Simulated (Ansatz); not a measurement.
CoO: electron density at the nuclei under pressure

```xyz
2
Lattice="0.0000 2.1315 2.1315 2.1315 0.0000 2.1315 2.1315 2.1315 0.0000" Properties=species:S:1:pos:R:3 pbc="T T T"
Co    0.0000    0.0000    0.0000
O     2.1315    2.1315    2.1315
```

Atoms are numbered in the order listed.

The cell comes from COD entry 1533087, which wasn't checked; take it as a given geometry.

Semilocal functionals without U often leave such compounds metallic or with too small a gap, and the real magnetic order may differ.

Other magnetic orders may lie lower; this is the state that the run reached.

The calculation used DFT, PBEsol, all-electron PAW with datasets made for the crystal, scalar-relativistic in Ansatz 0.2.0.

Settings: a Γ-centred 16×16×16 k mesh, Fermi–Dirac smearing of 0.05 eV, cutoff 400 eV (chosen by the program for this cell), spin-polarised from start moments Co1 2 μB.

The contact density is the mean electron density over the nuclear volume; its changes follow the s electrons' response to bonding and compression. B(contact) includes core polarisation and is positive along the moment of the spin-up electrons. Changes below are taken from the unscaled cell, where it is 114485 e/Å³ at Co1, 2144.7 e/Å³ at O2.

Volumes at which the program chose other datasets or cutoffs are left out.

B(contact) is what remains of large core and valence terms of opposite sign; semilocal functionals underestimate the core part, so small values are uncertain even in sign.

```csv
V/V(cell),P (GPa),Δρ(0) Co1 (e/Å³),Δρ(0) O2 (e/Å³),B(contact) Co1 (T),B(contact) O2 (T),cell moment (μB)
0.9900,-9.2,0.12,?,-14.2,21.7,2.95
1.0000,-10.8,0.00,0.00,-14.5,21.4,2.96
1.0100,-12.3,-0.11,?,-14.7,21.1,2.97
1.0200,-13.7,-0.24,0.11,-14.9,20.8,2.98
1.0400,-16.4,-0.49,?,-15.3,20.2,2.99
```

(1) Give the missing entry: row "0.9900", column "Δρ(0) O2 (e/Å³)".

(2) What belongs in the row "1.0400", column "Δρ(0) O2 (e/Å³)"?

(3) What belongs in the row "1.0100", column "Δρ(0) O2 (e/Å³)"?

The datasets are made afresh for each cell, so very small changes are uncertain.

Results:

(1) -0.05.

(2) 0.24.

(3) 0.06.
